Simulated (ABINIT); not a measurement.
A run of ABINIT 10.8.3 (patched build) is set up as follows.

File run.abi:

```
# Datasets: ground state, then fixed potential
ndtset 2

# Pseudopotentials
pp_dirpath "./"
pseudos "Sn.GGA_PBE-JTH_sp.xml"

# Structure
acell 3*1.0 Angstrom
rprim
     0.0000000000     3.2333428000     3.2333428000
     3.2333428000     0.0000000000     3.2333428000
     3.2333428000     3.2333428000     0.0000000000
ntypat 1
znucl 50
natom 2
typat 1 1
xred
     0.7500000000     0.7500000000     0.7500000000
     0.5000000000     0.5000000000     0.5000000000

# Plane-wave basis
ecut 15.0
pawecutdg 30.0

# Exchange and correlation
ixc 15

# Bands and occupations
occopt 3
tsmear 0.05 eV

# SCF cycle
nstep 100

# Output
iomode 3
prtwf 0
prteig 0
prtebands 0
prtden1 1

# Dataset 1
kptopt1 1
ngkpt1 7 7 7
nshiftk1 1
shiftk1 0.0 0.0 0.0
nband1 8
tolvrs1 1.0e-9

# Dataset 2: bands along G-X-W-K-G-L-U-W-L-K
iscf2 -2
getden2 1
nband2 12
nbdbuf2 2
tolwfr2 1.0e-12
kptopt2 -9
ndivsm2 8
prteig2 1
kptbounds2
     0.0000000000     0.0000000000     0.0000000000
     0.5000000000     0.0000000000     0.5000000000
     0.5000000000     0.2500000000     0.7500000000
     0.3750000000     0.3750000000     0.7500000000
     0.0000000000     0.0000000000     0.0000000000
     0.5000000000     0.5000000000     0.5000000000
     0.6250000000     0.2500000000     0.6250000000
     0.5000000000     0.2500000000     0.7500000000
     0.5000000000     0.5000000000     0.5000000000
     0.3750000000     0.3750000000     0.7500000000
```

Potentials or basis: JTH PAW PBE v2.0 sp.

Launch:

```sh
$ abinit run.abi > log 2>&1
```

(1) Predict the band gap on the k mesh.

Results:

(1) none (metal or under the smearing width).

Caveat: spin-orbit coupling is left out, which moves the levels of the heavy elements; this set keeps more shells in the core, which shifts pressures and gaps; the atomic spheres overlap.
